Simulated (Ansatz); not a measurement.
# Mg/AlN/Mg: conductance against the thickness of the layer, part 4 of 5

Aim: the conductance of Mg/AlN/Mg junctions as the barrier thickens. Both electrodes are Mg hcp(0001); the barrier is AlN wurtzite(0001) (whole bilayers). In the first transport cell, after relaxation, the nearest pair of electrode and barrier is Mg–N at 2.52 Å, at a slant, at the lower face and Mg–Al at 3.10 Å, at a slant, at the upper one. All share a net of side 3.16 Å, which strains the lower electrode by -0.9 % and the barrier by +1.0 %, against typed lattice constants near PBE's. The first steps treat the bulk electrodes alone.

Ansatz 0.2.0; PBE DFT, plane waves, PAW files (the session's first sound run).

So far, transmission at the Fermi level (a spin, zone mean): step 4 (T(E) of the junction) 0.00226. Also channels of the lower lead: step 4 0.840.

## (5) Conductance, atomic planes in the barrier 4, gap between the electrodes 7.43 Å

Level of this step: PBE DFT, plane waves, PAW files; ballistic transmission by layer matching between semi-infinite leads (Ansatz).

System of this step: Mg/AlN/Mg. The cell holds 26 atoms: 22 Mg, 2 N and 2 Al. Its edges and angles: a = 3.160 Å, b = 3.160 Å, c = 73.195 Å, α = 90.0°, β = 90.0°, γ = 120.0°. Regions: left electrode, 11 atoms (11 Mg); barrier, 4 atoms (2 N and 2 Al); right electrode, 11 atoms (11 Mg). Vacuum lies along c.

The conductance needs T(E) within ten thermal energies of the Fermi level, on steps under 1.5 kT, and a finer mesh (30×30), since the current can rest on few wavevectors.

Input file input.yaml:

```yaml
crystal:
  lattice:
    - [3.16, 0.0, 0.0]
    - [-1.58, 2.736640276, 0.0]
    - [0.0, 0.0, 73.1949201755]
  atoms:
    - { symbol: Mg, position: [0.33333333, 0.66666667, 0.095635052] }
    - { symbol: Mg, position: [0.0, 0.0, 0.131060067] }
    - { symbol: Mg, position: [0.33333333, 0.66666667, 0.1664850819] }
    - { symbol: Mg, position: [0.0, 0.0, 0.2019100968] }
    - { symbol: Mg, position: [0.33333333, 0.66666667, 0.2373351118] }
    - { symbol: Mg, position: [0.0, 0.0, 0.2727601267] }
    - { symbol: Mg, position: [0.33333333, 0.66666667, 0.3081851417] }
    - { symbol: Mg, position: [0.0, 0.0, 0.3436101566] }
    - { symbol: Mg, position: [0.33333333, 0.66666667, 0.3790351715] }
    - { symbol: Mg, position: [0.0, 0.0, 0.4144601865] }
    - { symbol: Mg, position: [0.33333333, 0.66666667, 0.4482572508] }
    - { symbol: "N", position: [0.66666667, 0.33333333, 0.4720091714] }
    - { symbol: Al, position: [0.0, 0.0, 0.4808632601] }
    - { symbol: "N", position: [0.0, 0.0, 0.5068885949] }
    - { symbol: Al, position: [0.66666667, 0.33333333, 0.5155145397] }
    - { symbol: Mg, position: [0.0, 0.0, 0.5497405004] }
    - { symbol: Mg, position: [0.66666667, 0.33333333, 0.5855398135] }
    - { symbol: Mg, position: [0.0, 0.0, 0.6209648285] }
    - { symbol: Mg, position: [0.66666667, 0.33333333, 0.6563898434] }
    - { symbol: Mg, position: [0.0, 0.0, 0.6918148583] }
    - { symbol: Mg, position: [0.66666667, 0.33333333, 0.7272398733] }
    - { symbol: Mg, position: [0.0, 0.0, 0.7626648882] }
    - { symbol: Mg, position: [0.66666667, 0.33333333, 0.7980899032] }
    - { symbol: Mg, position: [0.0, 0.0, 0.8335149181] }
    - { symbol: Mg, position: [0.66666667, 0.33333333, 0.868939933] }
    - { symbol: Mg, position: [0.0, 0.0, 0.904364948] }
kpoints:
  mp_grid: { grid: [12, 12, 1] }
scf:
  occupations: { method: fermi_dirac, width: 0.1 }
  max_iter: 150
hamiltonian:
  xc: pbe
output:
  transmission:
    kmesh: [30, 30]
    e_range: [-0.26, 0.27]
    de: 0.0375
    leads: [[4, 6], [20, 22]]
```

Started as:

```
$ ansatz run input.yaml --threads 4 --pin off --max-ram 12288MiB --backend cpu --events-out ev --progress --plain --runs-dir out
```

Numbers of over 12 decimals in the logs are rounded to 6 here.

Log:

```text
[...]
Crystal: 26 atoms, lattice volume = 632.974 Å³
Basis set: ecut = 420 eV, 12209 PW (Γ)
Bands: 144, of which v1, the nominal top of the filled ones, is band 118 counted from 1 (117 counted from 0)
Symmetry: 6 space group operations
[...]
k-points: 19 of 144 (time reversal used)
[...]
SCF iter   1: F=—  HF=-44170.463862 eV  |F-HF|=—  |Δ(HF+E_count)|=         —  Δρ=2.99e-3  dr2=2.22e1  ethr=1.77e-3  ⟨swp⟩=9.5  Hψ=12089  notcnv=0  defer=96
[...]
SCF iter   8: F=-44170.358330 eV  HF=-44170.358330 eV  |F-HF|=2.03e-8  |Δ(HF+E_count)|=   4.07e-8  Δρ=1.07e-6  dr2=3.15e-8  ethr=4.24e-11  ⟨swp⟩=3.4  Hψ=5890  notcnv=0
SCF 1 converged in 8 iterations: F = -44170.358330 eV  dr2 = 3.15e-8
[...]
transmission: 527 of 5187 steps passed
transmission: 1040 of 5187 steps passed
[...]
transmission: 5187 of 5187 steps passed
SCF converged after 8 iterations
Free energy (F): -44170.358330 eV
[...]
Internal energy: -44170.006023 eV  (E = F + TS)
E sigma→0 (E₀):  -44170.182176 eV
Entropy (-TS):   -0.352307 eV (-13.550 meV/atom)
Fermi energy:    4.660290 eV
[...]
--- Band table (eV; the first three rows and the last of 19) ---
  k-point 0: bands = [... 114 lower, 1.6922, 2.1133, 2.4651, 2.9385, 3.0914, 3.9123, 4.1484, 4.8063, ... 22 higher]
  k-point 1: bands = [... 114 lower, 1.8415, 2.2582, 2.6026, 3.0753, 3.2197, 4.0615, 4.2762, 4.9645, ... 22 higher]
  k-point 2: bands = [... 114 lower, 2.2116, 2.6447, 2.9662, 3.4660, 3.5886, 4.4580, 4.6474, 5.3694, ... 22 higher]
  k-point 18: bands = [... 114 lower, 4.5183, 4.5969, 4.6124, 4.6223, 4.6931, 4.7179, 4.7549, 4.8124, ... 22 higher]
--- Transmission ---
  basis      : 73 plane waves across, 57 finite elements along
  points     : 91, standing for a mesh of 30 x 30
  filling    : by the input's occupations and mesh, since the crystals that have channels conduct as metals do. If one of these is a semiconductor, that mesh has misplaced its level
[...]
filled         : 35.0 meV under the level at which it is neutral
    channels       : 8.477778e-1 a spin
    conductance    : 7.7531e14 S/m² at 300 K; may be off by some 0.0 % by where its bands' edges are placed, 6.5 % from the k-mesh, 2.6 % from the distance to neutral
    slowest decay  : 0.0091 /Å at (0.2667, 0.0000)
[...]
filled         : 39.6 meV under the level at which it is neutral
    channels       : 8.277778e-1 a spin
[...]
slowest decay  : 0.0051 /Å at (0.2000, 0.1000)
  junction   : crystal 0 to crystal 1, 19.37 to 50.04 Å
    transmission   : 7.345696e-2 a spin
    conductance    : 6.6672e13 S/m² at 300 K (6.4490e13 on every other point, 6.7604e13 on every other energy)
    error estimate : 1.4 % from the energy spacing and 2.0 % from band edges of the leads and from resonances (wavevectors taken as independent; lower de), 8.0 % from the k-mesh, 9.3 % from the steps of its leads' Hamiltonians or their offsets (lay more layers), 4.4 % from the distance to neutral
    resistance     : 1.3706e-2 Ω µm² beyond half of each lead's own
```

The job ended after 96 s (4 threads of Intel Xeon Platinum 8488C (Sapphire Rapids), shared host; peak memory 2.6 GiB; 5.8 min of CPU time).

This step gave:

| Item | Value |
| --- | --- |
| free energy | -44170.3583 eV |
| Fermi energy | 4.660 eV |
| transmission at the Fermi level (a spin, zone mean) | 0.07346 |
| channels of the lower lead | 0.8478 |
| channels of the upper lead | 0.8278 |
| potential step in the lower lead | 24 meV |
| ballistic conductance of the lower lead | 7.75e14 S/m² |
| potential step in the upper lead | 12.7 meV |
| ballistic conductance of the upper lead | 7.73e14 S/m² |
| junction conductance | 6.67e13 S/m² |
| error estimates by source, in the log's order | 1.4, 2, 8, 9.3, 4.4 % |
| resistance-area product beyond the leads | 0.01371 Ω um² |

One spin. Table of transmission, zone mean by energy, zero at the Fermi level:

| energy (eV) | transmission, zone mean |
| --- | --- |
| -0.260 | 0.0566 |
| -0.223 | 0.0609 |
| -0.185 | 0.0632 |
| -0.147 | 0.0672 |
| -0.110 | 0.0673 |
| -0.072 | 0.0670 |
| -0.035 | 0.0730 |
| 0.003 | 0.0735 |
| 0.040 | 0.0800 |
| 0.077 | 0.0801 |
| 0.115 | 0.0804 |
| 0.152 | 0.0796 |
| 0.190 | 0.0840 |
| 0.228 | 0.0879 |
| 0.265 | 0.0887 |

One spin. The open channels, zone mean by energy, zero at the Fermi level:

| energy (eV) | lower lead | upper lead |
| --- | --- | --- |
| -0.260 | 0.801 | 0.814 |
| -0.223 | 0.868 | 0.868 |
| -0.185 | 0.861 | 0.861 |
| -0.147 | 0.888 | 0.888 |
| -0.110 | 0.828 | 0.828 |
| -0.072 | 0.821 | 0.821 |
| -0.035 | 0.861 | 0.861 |
| 0.003 | 0.848 | 0.828 |
| 0.040 | 0.908 | 0.908 |
| 0.077 | 0.921 | 0.908 |
| 0.115 | 0.908 | 0.908 |
| 0.152 | 0.868 | 0.868 |
| 0.190 | 0.921 | 0.908 |
| 0.228 | 0.974 | 0.974 |
| 0.265 | 1.00 | 1.00 |

Transmission over k1 and k2. At 0.0025 eV from the Fermi level.

Ten even steps from '0' (0.000) to '9' (0.473), each cell a mean:
```
646001100011004465440001100245
533011000000101332540000000014
100111000000001110100000000000
011100000000000001110000010000
110000000000000000000111000001
100000000011110000000001100001
010000000112222110000000100000
011000001123343321000000110222
401000001134566543210000010355
630100000124678875321000010066
645010000123579997532100001064
666011000012457998642100000104
555201000001235676543110000100
134301100000123444432110000011
000000100000001122222100000001
100000110000000011111000000000
110000011000000000000000000001
000000000001100000000000000111
000000000000001100000000001100
430000000003411111000000011011
654100110004456530011000110065
665400111001556564300111100365
```
Columns: k1 (b1) from -0.5 to 0.467; rows upwards: k2 (b2) from -0.5 to 0.467.

G = 6.7e13 S/m² (1/G = 0.0150 Ω µm²). The largest error estimate is 9.3 %, from the leads' potential steps. In the worse lead the potential repeats within 24 meV, which the program lets pass, though it still puts 9.3 % of error on the junction's conductance through them. By hand, Landauer's formula with T at one energy: G = (e²/h) ΣT / A = 3.874e-5 S × 0.147 / 8.648 Å² = 6.6e13 S/m², with T summed over both spins. The printed value averages T over the Fermi window and is 1.0 times this.

## (6) Conductance, 30 atoms

System of this step: Mg/AlN/Mg. The cell holds 30 atoms: 22 Mg, 4 N and 4 Al. Cell: a = 3.160 Å, b = 3.160 Å, c = 78.200 Å, α = 90.0°, β = 90.0°, γ = 120.0°. Regions: left electrode, 11 atoms (11 Mg); barrier, 8 atoms (4 N and 4 Al); right electrode, 11 atoms (11 Mg). Vacuum lies along c.

Barrier layers are added or taken out in the middle, and the relaxed faces stay.

Input file input.yaml:

```yaml
crystal:
  lattice:
    - [3.16, 0.0, 0.0]
    - [-1.58, 2.736640276, 0.0]
    - [0.0, 0.0, 78.199616822]
  atoms:
    - { symbol: Mg, position: [0.33333333, 0.66666667, 0.0895145051] }
    - { symbol: Mg, position: [0.0, 0.0, 0.1226723548] }
    - { symbol: Mg, position: [0.33333333, 0.66666667, 0.1558302045] }
    - { symbol: Mg, position: [0.0, 0.0, 0.1889880542] }
    - { symbol: Mg, position: [0.33333333, 0.66666667, 0.2221459039] }
    - { symbol: Mg, position: [0.0, 0.0, 0.2553037536] }
    - { symbol: Mg, position: [0.33333333, 0.66666667, 0.2884616033] }
    - { symbol: Mg, position: [0.0, 0.0, 0.3216194529] }
    - { symbol: Mg, position: [0.33333333, 0.66666667, 0.3547773026] }
    - { symbol: Mg, position: [0.0, 0.0, 0.3879351523] }
    - { symbol: Mg, position: [0.33333333, 0.66666667, 0.4195692386] }
    - { symbol: "N", position: [0.66666667, 0.33333333, 0.4418010603] }
    - { symbol: Al, position: [0.0, 0.0, 0.4500884962] }
    - { symbol: "N", position: [0.0, 0.0, 0.4744482358] }
    - { symbol: Al, position: [0.66666667, 0.33333333, 0.4819855278] }
    - { symbol: "N", position: [0.66666667, 0.33333333, 0.5063958539] }
    - { symbol: Al, position: [0.0, 0.0, 0.5139926261] }
    - { symbol: "N", position: [0.0, 0.0, 0.5384472277] }
    - { symbol: Al, position: [0.66666667, 0.33333333, 0.5465211208] }
    - { symbol: Mg, position: [0.0, 0.0, 0.5785566545] }
    - { symbol: Mg, position: [0.66666667, 0.33333333, 0.6120648477] }
    - { symbol: Mg, position: [0.0, 0.0, 0.6452226974] }
    - { symbol: Mg, position: [0.66666667, 0.33333333, 0.6783805471] }
    - { symbol: Mg, position: [0.0, 0.0, 0.7115383967] }
    - { symbol: Mg, position: [0.66666667, 0.33333333, 0.7446962464] }
    - { symbol: Mg, position: [0.0, 0.0, 0.7778540961] }
    - { symbol: Mg, position: [0.66666667, 0.33333333, 0.8110119458] }
    - { symbol: Mg, position: [0.0, 0.0, 0.8441697955] }
    - { symbol: Mg, position: [0.66666667, 0.33333333, 0.8773276452] }
    - { symbol: Mg, position: [0.0, 0.0, 0.9104854949] }
kpoints:
  mp_grid: { grid: [12, 12, 1] }
scf:
  occupations: { method: fermi_dirac, width: 0.1 }
  max_iter: 150
hamiltonian:
  xc: pbe
output:
  transmission:
    kmesh: [30, 30]
    e_range: [-0.26, 0.27]
    de: 0.0375
    leads: [[4, 6], [24, 26]]
```

Log:

```text
[...]
Crystal: 30 atoms, lattice volume = 676.253 Å³
Basis set: ecut = 420 eV, 13053 PW (Γ)
Bands: 156, of which v1, the nominal top of the filled ones, is band 126 counted from 1 (125 counted from 0)
Symmetry: 6 space group operations
[...]
k-points: 19 of 144 (time reversal used)
[...]
SCF iter   1: F=—  HF=-46018.960156 eV  |F-HF|=—  |Δ(HF+E_count)|=         —  Δρ=2.65e-3  dr2=1.79e1  ethr=1.77e-3  ⟨swp⟩=9.6  Hψ=13515  notcnv=0  defer=125
[...]
SCF iter  10: F=-46018.834585 eV  HF=-46018.834586 eV  |F-HF|=3.02e-8  |Δ(HF+E_count)|=   8.67e-9  Δρ=1.28e-6  dr2=4.52e-8  ethr=3.97e-11  ⟨swp⟩=15.0  Hψ=10984  notcnv=0
SCF 1 converged in 10 iterations: F = -46018.834585 eV  dr2 = 4.52e-8
[...]
transmission: 581 of 5733 steps passed
transmission: 1148 of 5733 steps passed
[...]
transmission: 5733 of 5733 steps passed
SCF converged after 10 iterations
Free energy (F): -46018.834585 eV
[...]
Internal energy: -46018.482030 eV  (E = F + TS)
E sigma→0 (E₀):  -46018.658308 eV
Entropy (-TS):   -0.352556 eV (-11.752 meV/atom)
Fermi energy:    4.977013 eV
[...]
--- Band table (eV; the first three rows and the last of 19) ---
  k-point 0: bands = [... 122 lower, 2.0678, 2.4718, 2.8089, 3.2703, 3.4079, 4.2523, 4.4435, 5.1259, ... 26 higher]
  k-point 1: bands = [... 122 lower, 2.1952, 2.6038, 2.9354, 3.4016, 3.5355, 4.3931, 4.5781, 5.2861, ... 26 higher]
  k-point 2: bands = [... 122 lower, 2.5426, 2.9703, 3.2878, 3.7848, 3.9048, 4.7753, 4.9597, 5.6826, ... 26 higher]
  k-point 18: bands = [... 122 lower, 4.8354, 4.9196, 4.9254, 4.9395, 5.0086, 5.0338, 5.0714, 5.1292, ... 26 higher]
--- Transmission ---
  basis      : 73 plane waves across, 63 finite elements along
  points     : 91, standing for a mesh of 30 x 30
[...]
filled         : 35.0 meV under the level at which it is neutral
    channels       : 8.477778e-1 a spin
[...]
slowest decay  : 0.0091 /Å at (0.2667, 0.0000)
[...]
filled         : 40.2 meV under the level at which it is neutral
    channels       : 8.277778e-1 a spin
[...]
slowest decay  : 0.0054 /Å at (0.2000, 0.1000)
  junction   : crystal 0 to crystal 1, 19.37 to 55.04 Å
    transmission   : 2.307193e-3 a spin
[...]
resistance     : 4.7816e-1 Ω µm² beyond half of each lead's own
```

Wall time 2 min (4 threads); peak memory 3 GiB; 7.2 min of CPU time.

Numbers from this step:

```
free energy                                         : -46018.8346 eV
Fermi energy                                        : 4.977 eV
transmission at the Fermi level (a spin, zone mean) : 0.002307
potential step in the lower lead                    : 24.2 meV
potential step in the upper lead                    : 12.9 meV
ballistic conductance of the upper lead             : 7.72e14 S/m²
junction conductance                                : 2.09e12 S/m²
error estimates by source, in the log's order       : 0.3, 13.7, 7.5, 6.5, 4.9 %
resistance-area product beyond the leads            : 0.4782 Ω um²
```

One spin. Table of transmission, zone mean by energy, zero at the Fermi level:

| energy (eV) | transmission, zone mean |
| --- | --- |
| -0.260 | 0.00170 |
| -0.223 | 0.00181 |
| -0.185 | 0.00188 |
| -0.147 | 0.00201 |
| -0.110 | 0.00205 |
| -0.072 | 0.00209 |
| -0.035 | 0.00225 |
| 0.003 | 0.00231 |
| 0.040 | 0.00248 |
| 0.077 | 0.00253 |
| 0.115 | 0.00260 |
| 0.152 | 0.00265 |
| 0.190 | 0.00284 |
| 0.228 | 0.00302 |
| 0.265 | 0.00308 |

One spin. Open channels, zone mean against energy, zero at the Fermi level:

(Unchanged from step 5.)

Transmission over k1 and k2. At 0.0025 eV from the Fermi level; zeros and values more than six decades under the largest are shown at that floor.

log10 of the mean of each cell; the least values stand at a floor. Values, 12 rows by 16 columns:
```
-2.2 -2.4 -3.9 -3.7 -4.2 -4.0 -3.7 -2.7 -2.2 -2.3 -2.6 -4.2 -3.3 -3.7 -3.1 -2.4
-3.2 -3.8 -3.3 -3.4 -3.9 -4.0 -3.7 -3.4 -3.4 -3.3 -3.3 -7.2 -4.1 -3.4 -4.1 -3.5
-3.6 -3.9 -3.5 -4.3 -4.1 -4.2 -4.4 -4.2 -3.9 -3.6 -3.8 -3.6 -3.3 -3.5 -3.8 -3.2
-3.8 -4.2 -3.9 -4.3 -4.2 -3.4 -2.9 -3.0 -3.5 -4.3 -4.1 -4.0 -3.8 -3.9 -7.2 -4.2
-2.7 -3.7 -3.6 -4.4 -3.9 -2.7 -2.0 -1.8 -2.0 -2.6 -3.7 -4.3 -3.7 -3.6 -2.7 -2.3
-2.1 -2.6 -3.3 -3.9 -4.0 -2.8 -1.9 -1.4 -1.3 -1.8 -2.6 -3.8 -4.0 -3.3 -3.1 -2.1
-2.1 -2.3 -3.5 -3.4 -4.1 -3.7 -2.5 -1.8 -1.4 -1.6 -2.2 -3.2 -4.1 -3.7 -3.4 -2.7
-2.8 -2.6 -3.4 -3.8 -3.9 -4.2 -3.8 -2.8 -2.2 -2.1 -2.5 -3.2 -4.3 -4.2 -3.7 -3.8
-3.4 -4.0 -7.2 -3.4 -3.9 -4.0 -4.0 -4.2 -4.0 -3.6 -3.7 -4.2 -4.0 -4.5 -3.8 -4.3
-3.5 -3.5 -3.4 -3.4 -3.5 -3.9 -3.6 -3.4 -3.6 -4.5 -4.4 -4.5 -4.3 -3.4 -3.4 -3.7
-2.5 -3.3 -4.2 -3.5 -4.4 -3.6 -2.6 -2.8 -2.9 -3.5 -3.7 -3.9 -3.6 -3.4 -3.5 -2.7
-2.1 -2.3 -3.4 -3.4 -3.4 -3.5 -2.4 -2.1 -2.1 -2.5 -3.4 -3.8 -3.7 -3.7 -2.8 -2.1
```
Columns: k1 (b1) from -0.5 to 0.467; rows upwards: k2 (b2) from -0.5 to 0.467.

G = 2.1e12 S/m² (1/G = 0.479 Ω µm²), 0.031 times the step before of this kind. The largest error estimate is 14 %. In the worse lead the potential repeats within 24.2 meV, which the program lets pass, though it still puts 6.5 % of error on the junction's conductance through them.

## (7) Conductance on a fine mesh, atomic planes in the barrier 12, gap between the electrodes 17.44 Å

System of this step: Mg/AlN/Mg. The cell holds 34 atoms: 22 Mg, 6 N and 6 Al. Cell: a = 3.160 Å, b = 3.160 Å, c = 83.204 Å, α = 90.0°, β = 90.0°, γ = 120.0°. Regions: left electrode, 11 atoms (11 Mg); barrier, 12 atoms (6 N and 6 Al); right electrode, 11 atoms (11 Mg). Vacuum lies along c.

Barrier layers are added or taken out in the middle, and the relaxed faces stay.

Input file input.yaml:

```yaml
crystal:
  lattice:
    - [3.16, 0.0, 0.0]
    - [-1.58, 2.736640276, 0.0]
    - [0.0, 0.0, 83.2043134686]
  atoms:
    - { symbol: Mg, position: [0.33333333, 0.66666667, 0.0841302537] }
    - { symbol: Mg, position: [0.0, 0.0, 0.1152936758] }
    - { symbol: Mg, position: [0.33333333, 0.66666667, 0.1464570979] }
    - { symbol: Mg, position: [0.0, 0.0, 0.17762052] }
    - { symbol: Mg, position: [0.33333333, 0.66666667, 0.2087839421] }
    - { symbol: Mg, position: [0.0, 0.0, 0.2399473641] }
    - { symbol: Mg, position: [0.33333333, 0.66666667, 0.2711107862] }
    - { symbol: Mg, position: [0.0, 0.0, 0.3022742083] }
    - { symbol: Mg, position: [0.33333333, 0.66666667, 0.3334376304] }
    - { symbol: Mg, position: [0.0, 0.0, 0.3646010525] }
    - { symbol: Mg, position: [0.33333333, 0.66666667, 0.3943323648] }
    - { symbol: "N", position: [0.66666667, 0.33333333, 0.4152269538] }
    - { symbol: Al, position: [0.0, 0.0, 0.4230159047] }
    - { symbol: "N", position: [0.0, 0.0, 0.4459104185] }
    - { symbol: Al, position: [0.66666667, 0.33333333, 0.4529943463] }
    - { symbol: "N", position: [0.66666667, 0.33333333, 0.4759364038] }
    - { symbol: Al, position: [0.0, 0.0, 0.4830762341] }
    - { symbol: "N", position: [0.0, 0.0, 0.506059904] }
    - { symbol: Al, position: [0.66666667, 0.33333333, 0.5131438318] }
    - { symbol: "N", position: [0.66666667, 0.33333333, 0.5360858893] }
    - { symbol: Al, position: [0.0, 0.0, 0.5432257196] }
    - { symbol: "N", position: [0.0, 0.0, 0.5662093895] }
    - { symbol: Al, position: [0.66666667, 0.33333333, 0.5737976421] }
    - { symbol: Mg, position: [0.0, 0.0, 0.6039062549] }
    - { symbol: Mg, position: [0.66666667, 0.33333333, 0.6353989475] }
    - { symbol: Mg, position: [0.0, 0.0, 0.6665623696] }
    - { symbol: Mg, position: [0.66666667, 0.33333333, 0.6977257917] }
    - { symbol: Mg, position: [0.0, 0.0, 0.7288892138] }
    - { symbol: Mg, position: [0.66666667, 0.33333333, 0.7600526359] }
    - { symbol: Mg, position: [0.0, 0.0, 0.7912160579] }
    - { symbol: Mg, position: [0.66666667, 0.33333333, 0.82237948] }
    - { symbol: Mg, position: [0.0, 0.0, 0.8535429021] }
    - { symbol: Mg, position: [0.66666667, 0.33333333, 0.8847063242] }
    - { symbol: Mg, position: [0.0, 0.0, 0.9158697463] }
kpoints:
  mp_grid: { grid: [12, 12, 1] }
scf:
  occupations: { method: fermi_dirac, width: 0.1 }
  max_iter: 150
hamiltonian:
  xc: pbe
output:
  transmission:
    kmesh: [30, 30]
    e_range: [-0.26, 0.27]
    de: 0.0375
    leads: [[4, 6], [28, 30]]
```

Log:

```text
[...]
Crystal: 34 atoms, lattice volume = 719.533 Å³
Basis set: ecut = 420 eV, 13899 PW (Γ)
Bands: 168, of which v1, the nominal top of the filled ones, is band 134 counted from 1 (133 counted from 0)
Symmetry: 6 space group operations
[...]
k-points: 19 of 144 (time reversal used)
[...]
channels       : 8.344444e-1 a spin
[...]
slowest decay  : 0.0022 /Å at (0.2000, 0.1000)
[...]
filled         : 37.5 meV under the level at which it is neutral
    channels       : 8.277778e-1 a spin
[...]
slowest decay  : 0.0011 /Å at (0.2000, 0.1000)
  junction   : crystal 0 to crystal 1, 20.56 to 61.25 Å
    transmission   : 1.143234e-4 a spin
[...]
resistance     : 9.7140e0 Ω µm² beyond half of each lead's own
[key lines of the parts left out:]
SCF converged after 11 iterations
Free energy (F): -47867.328439 eV
Fermi energy:    5.254323 eV
```

Run time: 2.2 min. Hardware: 4 threads; peak memory 3.3 GiB; 8.2 min of CPU time.

One spin. Table of transmission, zone mean by energy, zero at the Fermi level:

| energy (eV) | transmission, zone mean |
| --- | --- |
| -0.260 | 8.1e-5 |
| -0.223 | 8.5e-5 |
| -0.185 | 8.9e-5 |
| -0.147 | 9.5e-5 |
| -0.110 | 9.9e-5 |
| -0.072 | 1.0e-4 |
| -0.035 | 1.1e-4 |
| 0.003 | 1.1e-4 |
| 0.040 | 1.2e-4 |
| 0.077 | 1.3e-4 |
| 0.115 | 1.4e-4 |
| 0.152 | 1.4e-4 |
| 0.190 | 1.5e-4 |
| 0.228 | 1.6e-4 |
| 0.265 | 1.7e-4 |

G = 1.0e11 S/m² (1/G = 9.72 Ω µm²), 0.049 times the step before of this kind. The largest error estimate is 13 %, from the mesh across the current. In the worse lead the potential repeats within 24.2 meV, which the program lets pass, though it still puts 8 % of error on the junction's conductance through them.

(Part 4 of 5 ends here.)

[Logs are printed without paths, hosts, clocks, repeated set-up lines and the standing remarks that a program may print on its own settings, such as how far it seeks lower states.]

[Hosts, paths, dates, database ids (printed as entryN), source tags and the programs' standing remarks are cut or masked in the printed files.]
